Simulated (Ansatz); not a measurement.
Crystal: MnO2.

```
Mn O
1.0
     1.42843    0.82471    4.58393
    -1.42843    0.82471    4.58393
     0.00000   -1.64941    4.58393
Mn O
1 2
Direct
  0.00000 0.00000 0.00000
  0.73564 0.73564 0.73564
  0.26436 0.26436 0.26436
```

Measurements of this composition are mostly on another form, of space group No. 136.

* Program: Ansatz 0.2.0
* Task: relaxation of cell and atoms
* Functional: PBEsol
* Potentials or basis: Ansatz PAW
* Cutoff: 420 eV (not typed: the program's choice for these potentials)
* k mesh: 11 × 11 × 11
* Occupations: fermi-dirac, width 0.05 eV
* Spin: collinear spin, ferromagnetic start
* Starting moments: [4.0, 0.0, 0.0] μB
* Hubbard terms: Mn d U = 5 eV

At the start: volume 10.80 Å³/atom.

Task: Where does the relaxation end?

Result: It ends after 16 steps and the volume is 11.62 Å³/atom (+7.6 %); space group R-3m (No. 166, to 0.05 Å); moment 3.00 μB per cell.

The path:
```csv
step,energy change (eV),largest force (eV/Å),volume (Å³)
1,0.0000,0.2114,32.40
2,-0.0111,0.1975,33.48
3,-0.0142,0.0334,33.76
4,-0.0145,0.0008,33.73
5,-0.0228,0.0013,33.73
6,-0.0217,0.0108,34.05
7,-0.0205,0.0013,34.29
8,-0.0238,0.0012,34.29
9,-0.0227,0.0018,34.53
10,-0.0223,0.0004,34.61
11,-0.0241,0.0004,34.61
12,-0.0234,0.0005,34.77
13,-0.0242,0.0005,34.77
14,-0.0237,0.0000,34.86
15,-0.0242,0.0000,34.86
16,-0.0242,0.0000,34.86
```

Final structure:
```yaml
crystal:
  lattice:
    - [1.45036, 0.83737, 4.78362]
    - [-1.45036, 0.83737, 4.78362]
    - [0.00000, -1.67473, 4.78362]
  atoms:
    - { symbol: Mn, position: [0.00000, 0.00000, 0.00000] }
    - { symbol: O, position: [0.73244, 0.73244, 0.73244] }
    - { symbol: O, position: [0.26756, 0.26756, 0.26756] }
```

Caveat: the magnetic or orbital state may not be the lowest; the plane-wave basis is chosen anew once the cell has moved, so the energies of steps on either side of that aren't comparable; the pressure holds a Pulay correction of +0.8 GPa for the finite cutoff; a cell with one magnetic atom can't hold antiferromagnetic order, which such compounds often take; the PAW data sets come from PBE, with cores solved anew for the run's functional, which leaves a small shift of forces and pressure.
